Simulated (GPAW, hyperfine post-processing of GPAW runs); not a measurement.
# Reading the 17O spectrum of MgV2O4

Calculated values: DFT, revPBE+U, plane-wave PAW, GPAW setups, collinear spin, scalar-relativistic (GPAW), contact and point-dipole shifts scaled to 320 K with Θ = 0 K (a pure Curie law); spin-only moments, above the ordering temperature.

```xyz
7
Lattice="3.0472 0.0000 0.0000 1.4957 2.6741 0.0000 0.6129 1.2534 10.1961" Properties=species:S:1:pos:R:3 pbc="T T T"
V     2.4199    3.7886   10.0884
V     3.1383    3.2674    5.2142
Mg    1.8736    0.7940    2.4842
O     3.3827    1.6771    1.3009
O     1.8003    2.5202    3.7283
O     2.4328    2.0050    9.2939
O     3.1501    1.4760    5.9984
```

17O MAS at 7.05 T (40.7 MHz), 60 kHz, 320 K; contact and dipolar shift alone, no orbital or quadrupolar part; lines under 1.5 % of the strongest are left out. NMR lines, with heights relative to the strongest:

```
position (ppm)  intensity
       -4238.0        4.1
       -3921.9        3.9
       -2764.1         90
       -2448.0         90
       -1290.2        5.3
        -974.1        5.0
        3412.2         99
        3959.9        100
```

Q: Find the isotropic shifts among the lines and assign them to the O sites.

Sidebands are spaced by 1474 ppm (the spinning rate over the resonance of 40.7 MHz). An isotropic line need not be the tallest: it is the area-weighted centre of its own family of sidebands, and the one that stays put when the rate is changed. Isotropic shifts: 3960 ppm for atom 4 (bonded to 3 V at 2.21 to 2.30 Å), reduced anisotropy 267 ppm; 3412 ppm for atom 5 (bonded to 3 V at 2.13 to 2.44 Å), reduced anisotropy 498 ppm; -2448 ppm for atom 6 (bonded to 3 V at 1.92 to 1.95 Å), reduced anisotropy -1241 ppm; -2764 ppm for atom 7 (bonded to 3 V at 1.91 to 1.96 Å), reduced anisotropy -1283 ppm. The families' total areas stand as 1:1:1:1; where areas are equal the match rests on the calculation.

[Logs are printed without paths, hosts, clocks, repeated set-up lines and the standing remarks that a program may print on its own settings, such as how far it seeks lower states.]

[Hosts, paths, dates, database ids (printed as entryN), source tags and the programs' standing remarks are cut or masked in the printed files.]
